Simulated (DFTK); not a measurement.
Runs of DFTK 0.8.2 on Ti. The structure is cubic, space group Im-3m (No. 229). Conventional cell: a = 3.282 Å, b = 3.282 Å, c = 3.282 Å, α = 90.00°, β = 90.00°, γ = 90.00°. Ti (site symmetry m-3m) has 8 Ti at 2.84 Å as nearest neighbours. This isn't the form of Ti at room conditions, which is hcp.

```tsv
level	potentials or basis	k mesh	SCF solver	gap on the mesh (eV)	pressure (GPa)
BJ06	in-house norm-conserving set (r2SCAN, scalar relativistic)	10 × 10 × 10	-	none	-
PBEsol	dojo.nc.sr.pbesol.v0_4_1.standard.upf (PBEsol)	11 × 11 × 11	-	none	(a)
TASK	in-house norm-conserving set (r2SCAN, scalar relativistic)	10 × 10 × 10	ScfAndersonSolver	none	3.9
SCAN	in-house norm-conserving set (r2SCAN, scalar relativistic)	11 × 11 × 11	ScfAndersonSolver	none	-4.2
TASK	in-house norm-conserving set (r2SCAN, scalar relativistic)	11 × 11 × 11	-	none	4.1
```

Alike in all rows: task band structure; no spin polarisation; cell as given; cutoff (eV) 1143; smearing fermi-dirac 0.05 eV.

Q: Fill in the values left out.

A: (a) -6.7.

Caveats: the potentials were made for another functional, which shifts forces and pressure (some runs); the program leaves the constant c of mgga_x_tb09 at 1, so the potential is Becke-Johnson's (BJ06) and not Tran and Blaha's, with levels but no total energy (some runs).

A k mesh can miss the band edges.

A gap of «none» marks a metal or a gap under the smearing width.

Not every run made on this cell is shown here.
